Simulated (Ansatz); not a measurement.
LiI (rock salt), conventional cell a = b = c = 6.018 Å, α = β = γ = 90.00°. The calculation uses the primitive cell of 2 atoms, to which meshes and values per cell refer.

The volume is varied about the relaxed value V₀ at fixed cell shape. Symmetry pins the atoms to their sites.

Level of theory: r2SCAN (plane waves to 500 eV, PAW, scalar-relativistic; Ansatz, a first-principles code). k mesh 10×10×10 (Γ-centred), Fermi-Dirac smearing 0.05 eV. Energies are smeared free energies. LiI was relaxed with its symmetry unable to fall. Spin-orbit coupling is left out, though I is heavy. The zero of ΔE is the relaxed starting cell.

```json
[
 {"V (Å³/atom)": "22.887", "ΔE (meV/atom)": "62.5"},
 {"V (Å³/atom)": "23.614", "ΔE (meV/atom)": "41.1"},
 {"V (Å³/atom)": "24.340", "ΔE (meV/atom)": "24.9"},
 {"V (Å³/atom)": "25.067", "ΔE (meV/atom)": "13.3"},
 {"V (Å³/atom)": "25.793", "ΔE (meV/atom)": "5.6"},
 {"V (Å³/atom)": "26.520", "ΔE (meV/atom)": "1.4"},
 {"V (Å³/atom)": "27.246", "ΔE (meV/atom)": "0.0"},
 {"V (Å³/atom)": "27.973", "ΔE (meV/atom)": "1.2"},
 {"V (Å³/atom)": "28.699", "ΔE (meV/atom)": "4.5"},
 {"V (Å³/atom)": "29.426", "ΔE (meV/atom)": "9.8"},
 {"V (Å³/atom)": "30.153", "ΔE (meV/atom)": "16.7"},
 {"V (Å³/atom)": "30.879", "ΔE (meV/atom)": "24.9"},
 {"V (Å³/atom)": "31.606", "ΔE (meV/atom)": "34.4"}
]
```

### Question
What is the fitted pressure derivative B₀′?

### Answer
4.5.

### Question
What bulk modulus B₀ follows from a third-order Birch-Murnaghan fit?

### Answer
20.8 GPa. Check by three points about V = 27.246 Å³/atom, step 0.727: d²E/dV² ≈ (1.4 − 2·0.0 + 1.2) meV / 0.727² = 0.00492 eV/Å⁶, and V·d²E/dV² × 160.2 = 21.5 GPa.

(A scan under strain: stresses follow from slopes of the energy per volume, elastic moduli from its curvatures.)
